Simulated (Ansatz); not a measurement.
# Mo (diamond type): the cost of one run

Program: Ansatz 0.2.0. Level of theory: DFT PBE, with the methods named in each step. These are calculated values, not measurements.

### Step 1. The structure to begin with

The structure is cubic, space group Fd-3m (No. 227). Conventional cell: a = 5.408 Å, b = 5.408 Å, c = 5.408 Å, α = 90.00°, β = 90.00°, γ = 90.00°. Mo (site symmetry -43m) has 4 Mo at 2.34 Å as nearest neighbours.

As a file:

```xyz
2
Lattice="0.0000 2.7041 2.7041 2.7041 0.0000 2.7041 2.7041 2.7041 0.0000" Properties=species:S:1:pos:R:3 pbc="T T T"
Mo   -0.6760   -0.6760   -0.6760
Mo    0.6760    0.6760    0.6760
```

Whether this phase is the stable one at these pressures isn't tested.

Atoms are numbered in the order of the input: Mo1, Mo2.

### Step 2. Cell relaxed at zero pressure, PAW

File input.yaml:

```yaml
crystal:
  lattice:
    - [0.0, 2.704143159, 2.704143159]
    - [2.704143159, 0.0, 2.704143159]
    - [2.704143159, 2.704143159, 0.0]
  atoms:
    - { symbol: Mo, position: [-0.125, -0.125, -0.125] }
    - { symbol: Mo, position: [0.125, 0.125, 0.125] }
kpoints:
  mp_grid: { grid: [14, 14, 14] }
scf:
  occupations: { method: fermi_dirac, width: 0.05 }
hamiltonian:
  xc: pbe
  pseudopotentials: { kind: paw }
output:
  forces: true
  stress: true
relax:
  f_tol: 0.005
  max_steps: 40
  cell: {}
```

Run with:

```bash
> ansatz run input.yaml --threads 1 --pin off --max-ram 2048MiB --backend cpu --events-out ev --progress --plain --runs-dir out
```

**Question.** How long does this run take on 1 thread of Arm Neoverse V1, shared host, and how much memory does it need?

About 17 s, with a peak of 0.35 GiB.
